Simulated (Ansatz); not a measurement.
## Ni: do energies and stresses tell the same story?

All numbers below come from DFT PBEsol, scalar-relativistic, plane waves, PAW in Ansatz 0.2.0.

Plane waves to 420 eV, a k mesh through Γ of 20×20×20 on the computed 1-atom cell and Gaussian smearing (0.10 eV); collinear spin from starting moments 0.73 μB.

Relaxed cell: Fm-3m, a = 3.463 Å, b = 3.463 Å, c = 3.463 Å, α = 90.00°, β = 90.00°, γ = 90.00°, 1 atom in the primitive cell.

Energies at zero smearing and pressures from the stress tensor, at volumes with shape and atoms relaxed:
| V (Å³/atom) | E − E(first) (meV/atom) | P (GPa) |
| --- | --- | --- |
| 9.761 | 0.00 | 16.64 |
| 10.072 | -23.14 | 7.59 |
| 10.384 | -30.17 | 0.00 |
| 10.695 | -23.66 | -6.37 |
| 11.007 | -5.80 | -11.70 |

Question: Check P = −dE/dV between neighbouring volumes, and get the bulk modulus from the pressures alone.

Answer: With 1 eV/Å³ = 160.2 GPa:
```json
{"middle V (Å³/atom)": "9.916", "−ΔE/ΔV (GPa)": "11.901", "mean P (GPa)": "12.114"}
{"middle V (Å³/atom)": "10.228", "−ΔE/ΔV (GPa)": "3.614", "mean P (GPa)": "3.798"}
{"middle V (Å³/atom)": "10.539", "−ΔE/ΔV (GPa)": "-3.346", "mean P (GPa)": "-3.182"}
{"middle V (Å³/atom)": "10.851", "−ΔE/ΔV (GPa)": "-9.188", "mean P (GPa)": "-9.035"}
```

The two differ by 0.21 GPa at most. The mean of two end pressures misses the average over a step by about ΔV² P″/12, up to 0.13 GPa here; with that taken off 0.08 GPa remains. The stress is the derivative of the free energy, not of the energy at zero smearing, and with free energies 0.00 GPa remains. Around V = 10.384 Å³/atom, the two neighbours give B = −V ΔP/ΔV = 10.384 × 13.96 / 0.623 = 232.7 GPa, against B0 = 231.7 GPa from the Birch–Murnaghan fit of the energies.

Only this magnetic start was tried.